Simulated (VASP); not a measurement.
# MnS (R-3m) in VASP: further runs

Runs on MnS. Level: PBE. Tasks: single point.

Program: VASP 6.6.1. These are calculated values, not measurements. Logs are shortened: lines on timing, memory, paths and dates and some standing lists are left out, and cuts for length are marked.

## (1) Starting point

Symmetry: R-3m, No. 166, trigonal system. Conventional cell: a = 3.660 Å, b = 3.660 Å, c = 8.913 Å, α = 90.00°, β = 90.00°, γ = 120.00°. Around Mn (site symmetry -3m) lie 6 S at 2.58 Å. S (site symmetry -3m) has 6 Mn at 2.58 Å as nearest neighbours.

The cell is a database's computed one.

## (2) Single point, PBE, collinear spin, ferromagnetic start

Contents of INCAR:

```
SYSTEM = MnS
ADDGRID = .False.
ALGO = Normal
EDIFF = 1E-6
ENCUT = 400
GGA = PE
ISIF = 2
ISMEAR = 0
ISPIN = 2
LASPH = .True.
LCHARG = .False.
LMAXMIX = 4
LORBIT = 11
LREAL = .False.
LWAVE = .False.
MAGMOM = 4 0
NELM = 100
PREC = Accurate
SIGMA = 0.05
```

Contents of KPOINTS:

```
k-points
0
Gamma
  3 3 3
  0 0 0
```

Contents of POSCAR:

```
MnS
1.0
    1.8299960138      1.0565486912      2.9709202777
   -1.8299960138      1.0565486912      2.9709202777
    0.0000000000     -2.1130973823      2.9709202777
Mn S
1 1
Direct
   -0.0003430000      0.0039840000     -0.0109630000
    0.4802460000      0.5015880000      0.5288910000
```

Potentials or basis: VASP PAW PBE potentials, release 64 (Mn_pv, S_h).

Run with:

```
$ cat potpaw_PBE.64/Mn_pv/POTCAR potpaw_PBE.64/S_h/POTCAR > POTCAR
$ mpirun -np 1 vasp_std > vasp.out
```

OUTCAR:

```text
SYSTEM = MnS
   EDIFF = 1E-6
   ENCUT = 400
   GGA = PE
   ISIF = 2
   ISMEAR = 0
   ISPIN = 2
   LASPH = .True.
   LORBIT = 11
   LREAL = .False.
   NELM = 100
   PREC = Accurate

 Found     14 irreducible k-points:

 Following reciprocal coordinates:
            Coordinates               Weight
  0.000000  0.000000  0.000000      1.000000
  0.333333  0.000000 -0.000000      2.000000
  0.000000  0.333333 -0.000000      2.000000
  0.000000  0.000000  0.333333      2.000000
  0.333333  0.333333 -0.000000      2.000000
 -0.333333  0.000000 -0.333333      2.000000
   k-points           NKPTS =     14   k-points in BZ     NKDIM =     14   number of bands    NBANDS=     15
   number of dos      NEDOS =    301   number of ions     NIONS =      2
   total plane-waves  NPLWV =  13824
   dimension x,y,z NGX =    24 NGY =   24 NGZ =   24
   dimension x,y,z NGXF=    48 NGYF=   48 NGZF=   48
   ions per type =               1   1
   NGX,Y,Z   is equivalent  to a cutoff of  10.94, 10.94, 10.94 a.u.
   NGXF,Y,Z  is equivalent  to a cutoff of  21.89, 21.89, 21.89 a.u.
 SYSTEM =  MnS
   PREC   = accura    normal or accurate (medium, high low for compatibility)
   ISTART =      0    job   : 0-new  1-cont  2-samecut
   ICHARG =      2    charge: 1-file 2-atom 10-const
   ISPIN  =      2    spin polarized calculation?
   LNONCOLLINEAR =      F non collinear calculations
   LSORBIT =      F    spin-orbit coupling
   LASPH  =      T    aspherical Exc in radial PAW
   ENCUT  =  400.0 eV  29.40 Ry    5.42 a.u.   5.95  5.95  5.95*2*pi/ulx,y,z
   NELM   =    100;   NELMIN=  2; NELMDL= -5     # of ELM steps
   EDIFF  = 0.1E-05   stopping-criterion for ELM
   LREAL  =      F    real-space projection
   EDIFFG = 0.1E-04   stopping-criterion for IOM
   NSW    =      0    number of steps for IOM
   IBRION =     -1    ionic relax: 0-MD 1-quasi-New 2-CG
   NFREE  =      0    steps in history (QN), initial steepest desc. (CG)
   ISIF   =      2    stress and relaxation
   ISYM   =      2    0-nonsym 1-usesym 2-fastsym
   POTIM  = 0.5000    time-step for ionic-motion
   TEBEG  =    0.0;   TEEND  =   0.0 temperature during run
   PSTRESS=    0.0 pullay stress
   NELECT =      19.0000    total number of electrons
   NUPDOWN=      -1.0000    fix difference up-down
   EMIN   =  10.00;   EMAX   =-10.00  energy-range for DOS
   EFERMI =   0.00;   METHOD = LEGACY
   ISMEAR =     0;   SIGMA  =   0.05  broadening in eV -4-tet -1-fermi 0-gaus
   EFERMI_NEDOS =   21; number of points for ismear=-14 and -15
   IALGO  =     38    algorithm
   IMIX   =      4    mixing-type and parameters
     AMIX     =   0.40;   BMIX     =  1.00
     AMIX_MAG =   1.60;   BMIX_MAG =  1.00
  volume/ion in A,a.u.               =      17.23       116.29
  Fermi-wavevector in a.u.,A,eV,Ry     =   1.342349  2.536672 24.516344  1.801900
  Thomas-Fermi vector in A             =   2.470510
   LORBIT       =     11    0 simple, 1 ext, 2 COOP (PROOUT), +10 PAW based schemes
   GGA     = PE    functional components
   LHFCALC =     F    Hartree Fock is set to
   AEXX    =    0.0000 exact exchange contribution
   IVDW    =     0    specifies the selected vdW correction
   LEPSILON=     F    determine dielectric tensor
   LRPA    =     F    only Hartree local field effects (RPA)
 spin polarized calculation
[... 34 lines left out ...]
      7       3.8686      1.00000
      8       3.9324      1.00000
      9       3.9843      1.00000
     10       5.4904      1.00000
     11       5.5129      1.00000
     12       5.5651      1.00000
     13       9.1928      0.00000
     14      15.7846      0.00000
[... 77 lines left out ...]
      2     -43.3582      1.00000
      3     -43.3561      1.00000
      4      -6.3201      1.00000
      5       1.3026      1.00000
      6       3.2711      1.00000
      7       3.5015      1.00000
      8       3.7840      1.00000
      9       4.2484      1.00000
     10       5.0854      1.00000
     11       5.1328      1.00000
     12       5.6793      1.00000
     13       9.4942      0.00000
     14      13.1319      0.00000
     15      15.7537      0.00000

 [... further k-points ...]

 spin component 2

 k-point     1 :       0.0000    0.0000    0.0000
  band No.  band energies     occupation
      1     -38.9352      1.00000
      2     -38.9269      1.00000
      3     -38.9186      1.00000
      4      -7.1821      1.00000
      5       5.4357      1.00000
      6       5.5056      1.00000
      7       5.5499      1.00000
      8       7.4883      0.00000
      9       7.5227      0.00000
     10       7.6041      0.00000
     11       7.6531      0.00000
     12       7.7016      0.00000
     13      10.1632      0.00000
     14      16.7300      0.00000
[... 77 lines left out ...]
      2     -38.9333      1.00000
      3     -38.9250      1.00000
      4      -6.0736      1.00000
      5       1.9807      1.00000
      6       4.2052      1.00000
      7       4.2143      1.00000
      8       6.6509      1.00000
      9       7.9123      0.00000
     10       8.7303      0.00000
     11       8.7738      0.00000
     12       9.1262      0.00000
     13      10.9510      0.00000
     14      14.5347      0.00000
     15      16.4020      0.00000

 [... further k-points ...]

------------------------ aborting loop because EDIFF is reached ----------------------------------------

  FORCE on cell =-STRESS in cart. coord.  units (eV):
  Direction    XX          YY          ZZ          XY          YZ          ZX
  --------------------------------------------------------------------------------------
  -------------------------------------------------------------------------------------
  Total       -0.4607092     -0.4248768     -0.3787525      0.0479578     -0.0668137     -0.0455316
  in kB      -21.4168492    -19.7511172    -17.6069518      2.2293987     -3.1059475     -2.1166145
  external PRESSURE =     -19.5916394 kB  Pullay stress =       0.0000000 kB

 VOLUME and BASIS-vectors are now :
 -----------------------------------------------------------------------------
  energy-cutoff  :      400.00
  volume of cell :       34.47
      direct lattice vectors                 reciprocal lattice vectors
     1.829996014  1.056548691  2.970920278     0.273224639  0.157746319  0.112198680
    -1.829996014  1.056548691  2.970920278    -0.273224639  0.157746319  0.112198680
     0.000000000 -2.113097382  2.970920278     0.000000000 -0.315492638  0.112198680

 POSITION                                       TOTAL-FORCE (eV/Angst)
 -----------------------------------------------------------------------------------
      1.82208     -1.02954      5.92009        -0.089155     -0.238448      0.137239
     -0.03906     -0.08024      4.48824         0.089155      0.238448     -0.137239
 -----------------------------------------------------------------------------------
    total drift:                                0.001133      0.000656      0.000049

  FREE ENERGIE OF THE ION-ELECTRON SYSTEM (eV)
  ---------------------------------------------------
  free  energy   TOTEN  =       -13.8993121593 eV

  energy  without entropy=      -13.8925935353  energy(sigma->0) =      -13.89595285

 total charge

# of ion       s       p       d       tot
------------------------------------------
    1        0.210   6.170   4.957  11.337
    2        0.807   1.318   0.000   2.125
--------------------------------------------------
tot          1.018   7.488   4.957  13.462

 magnetization (x)

# of ion       s       p       d       tot
------------------------------------------
    1        0.047   0.036   4.073   4.157
    2        0.018   0.047   0.000   0.065
--------------------------------------------------
tot          0.065   0.084   4.073   4.222
```

stdout:

```text
POSCAR found type information on POSCAR MnS
 POSCAR found :  2 types and       2 ions
 scaLAPACK will be used
 LDA part: xc-table for (Slater+PW92), standard interpolation
 POSCAR, INCAR and KPOINTS ok, starting setup
 FFT: planning ... GRIDC
 FFT: planning ... GRID_SOFT
 FFT: planning ... GRID
 WAVECAR not read
 entering main loop
```

Wall time 11 s (1 thread of Intel Xeon Platinum 8488C (Sapphire Rapids), shared host); peak memory 0.14 GiB.

The run converged, but some of its settings lie outside the range that counts as converged, so its numbers aren't taken as properties of the crystal.

Results:

* Free energy: -13.8993 eV
* Largest force: 0.289 eV/Å
* Band gap on the k mesh: none (metal or under the smearing width)
* Net moment: 4.56 μB per cell
* Site moments: Mn +4.16; S +0.07 μB
* Valence electrons inside the program's atomic spheres: Mn 11.34; S 2.12

Caveat: the k mesh is coarse (spacing up to 0.70 Å⁻¹), so the values aren't converged; the cutoff is under 1.25 times the usual one of these potentials, so pressure, stress and relaxed cells hold a basis-set (Pulay) error; a cell with one magnetic atom can't hold antiferromagnetic order, which such compounds often take; semilocal functionals often make such compounds metallic where correlation or magnetic order opens a gap, which also shifts bond lengths.

## (3) Single point, PBE, collinear spin, ferromagnetic start

INCAR: that of step 2 with these lines changed.

```diff
@@ -4,3 +4,3 @@
 EDIFF = 1E-6
-ENCUT = 400
+ENCUT = 600
 GGA = PE
```

KPOINTS is that of step 2.

Contents of POSCAR:

```
MnS
1.0
    1.8299960138      1.0565486912      2.9709202777
   -1.8299960138      1.0565486912      2.9709202777
    0.0000000000     -2.1130973823      2.9709202777
Mn S
1 1
Direct
    0.0000000000      0.0000000000      0.0000000000
    0.5000000000      0.5000000000      0.5000000000
```

Potentials or basis: VASP PAW PBE potentials, release 64 (Mn_pv, S_h).

Run with:

```
$ cat potpaw_PBE.64/Mn_pv/POTCAR potpaw_PBE.64/S_h/POTCAR > POTCAR
$ mpirun -np 1 vasp_std > vasp.out
```

OUTCAR:

```text
SYSTEM = MnS
   EDIFF = 1E-6
   ENCUT = 600
   GGA = PE
   ISIF = 2
   ISMEAR = 0
   ISPIN = 2
   LASPH = .True.
   LORBIT = 11
   LREAL = .False.
   NELM = 100
   PREC = Accurate

 Found      6 irreducible k-points:

 Following reciprocal coordinates:
            Coordinates               Weight
  0.000000  0.000000  0.000000      1.000000
  0.333333  0.000000 -0.000000      6.000000
  0.333333  0.333333 -0.000000      6.000000
 -0.333333  0.333333  0.000000      6.000000
  0.333333  0.333333  0.333333      2.000000
 -0.333333  0.333333  0.333333      6.000000
   k-points           NKPTS =      6   k-points in BZ     NKDIM =      6   number of bands    NBANDS=     15
   number of dos      NEDOS =    301   number of ions     NIONS =      2
   total plane-waves  NPLWV =  27000
   dimension x,y,z NGX =    30 NGY =   30 NGZ =   30
   dimension x,y,z NGXF=    60 NGYF=   60 NGZF=   60
   ions per type =               1   1
   NGX,Y,Z   is equivalent  to a cutoff of  13.68, 13.68, 13.68 a.u.
   NGXF,Y,Z  is equivalent  to a cutoff of  27.36, 27.36, 27.36 a.u.
 SYSTEM =  MnS
   PREC   = accura    normal or accurate (medium, high low for compatibility)
[... 282 lines left out ...]
     13      11.8312      0.00000
     14      14.7777      0.00000
     15      15.4923      0.00000

------------------------ aborting loop because EDIFF is reached ----------------------------------------

  FORCE on cell =-STRESS in cart. coord.  units (eV):
  Direction    XX          YY          ZZ          XY          YZ          ZX
  --------------------------------------------------------------------------------------
  -------------------------------------------------------------------------------------
  Total       -0.3881967     -0.3881967     -0.3015276     -0.0000000     -0.0000000      0.0000000
  in kB      -18.0459829    -18.0459829    -14.0170231     -0.0000000     -0.0000000      0.0000000
  external PRESSURE =     -16.7029963 kB  Pullay stress =       0.0000000 kB

 VOLUME and BASIS-vectors are now :
 -----------------------------------------------------------------------------
  energy-cutoff  :      600.00
  volume of cell :       34.47
      direct lattice vectors                 reciprocal lattice vectors
     1.829996014  1.056548691  2.970920278     0.273224639  0.157746319  0.112198680
    -1.829996014  1.056548691  2.970920278    -0.273224639  0.157746319  0.112198680
     0.000000000 -2.113097382  2.970920278     0.000000000 -0.315492638  0.112198680

 POSITION                                       TOTAL-FORCE (eV/Angst)
 -----------------------------------------------------------------------------------
      0.00000      0.00000      0.00000         0.000000     -0.000000     -0.000000
      0.00000      0.00000      4.45638         0.000000      0.000000      0.000000
 -----------------------------------------------------------------------------------
    total drift:                                0.000000      0.000000      0.000000

  FREE ENERGIE OF THE ION-ELECTRON SYSTEM (eV)
  ---------------------------------------------------
  free  energy   TOTEN  =       -13.9231499794 eV

  energy  without entropy=      -13.9152544093  energy(sigma->0) =      -13.91920219

 total charge

# of ion       s       p       d       tot
------------------------------------------
    1        0.208   6.167   4.953  11.328
    2        0.804   1.304   0.000   2.108
--------------------------------------------------
tot          1.012   7.471   4.953  13.436

 magnetization (x)

# of ion       s       p       d       tot
------------------------------------------
    1        0.047   0.035   4.083   4.166
    2        0.018   0.045   0.000   0.063
--------------------------------------------------
tot          0.065   0.080   4.083   4.229
```

OSZICAR:

```text
N       E                     dE             d eps       ncg     rms          rms(c)
DAV:   1     0.147014078761E+03    0.14701E+03   -0.11547E+04   368   0.145E+03
DAV:   2    -0.899165449466E+01   -0.15601E+03   -0.14928E+03   388   0.355E+02
DAV:   3    -0.150039749910E+02   -0.60123E+01   -0.59484E+01   444   0.760E+01
DAV:   4    -0.151109184309E+02   -0.10694E+00   -0.10652E+00   451   0.101E+01
DAV:   5    -0.151133170797E+02   -0.23986E-02   -0.23985E-02   466   0.156E+00    0.994E+00
DAV:   6    -0.140178118915E+02    0.10955E+01   -0.91324E+00   390   0.370E+01    0.919E+00
DAV:   7    -0.139216627514E+02    0.96149E-01   -0.11157E+00   360   0.169E+01    0.546E+00
DAV:   8    -0.139278039550E+02   -0.61412E-02   -0.48056E-02   416   0.220E+00    0.303E+00
DAV:   9    -0.139208351764E+02    0.69688E-02   -0.38240E-02   409   0.213E+00    0.601E-01
DAV:  10    -0.139220874698E+02   -0.12523E-02   -0.12589E-02   388   0.134E+00    0.370E-01
DAV:  11    -0.139231217470E+02   -0.10343E-02   -0.10557E-03   444   0.337E-01    0.715E-02
DAV:  12    -0.139231439611E+02   -0.22214E-04   -0.13857E-04   409   0.908E-02    0.278E-02
DAV:  13    -0.139231483656E+02   -0.44046E-05   -0.81502E-06   423   0.284E-02    0.164E-02
DAV:  14    -0.139231499300E+02   -0.15644E-05   -0.19039E-06   368   0.130E-02    0.642E-03
DAV:  15    -0.139231499794E+02   -0.49378E-07   -0.38041E-07   278   0.535E-03
   1 F= -.13923150E+02 E0= -.13919202E+02  d E =-.789557E-02  mag=     4.5556
```

stdout:

```text
POSCAR found type information on POSCAR MnS
 POSCAR found :  2 types and       2 ions
 scaLAPACK will be used
 LDA part: xc-table for (Slater+PW92), standard interpolation
 POSCAR, INCAR and KPOINTS ok, starting setup
 FFT: planning ... GRIDC
 FFT: planning ... GRID_SOFT
 FFT: planning ... GRID
 WAVECAR not read
 entering main loop
```

Wall time 17 s (1 thread of Intel Xeon Platinum 8488C (Sapphire Rapids), shared host); peak memory 0.17 GiB.

The run converged, but some of its settings lie outside the range that counts as converged, so its numbers aren't taken as properties of the crystal.

What came out:

```
Free energy                                           : -13.9231 eV
Pressure                                              : -1.7 GPa
Band gap on the k mesh                                : none (metal or under the smearing width)
Net moment                                            : 4.56 μB per cell
Site moments                                          : Mn +4.17; S +0.06 μB
Valence electrons inside the program's atomic spheres : Mn 11.33; S 2.11
```

Caveat: the k mesh is coarse (spacing up to 0.70 Å⁻¹), so the values aren't converged; a cell with one magnetic atom can't hold antiferromagnetic order, which such compounds often take; semilocal functionals often make such compounds metallic where correlation or magnetic order opens a gap, which also shifts bond lengths.
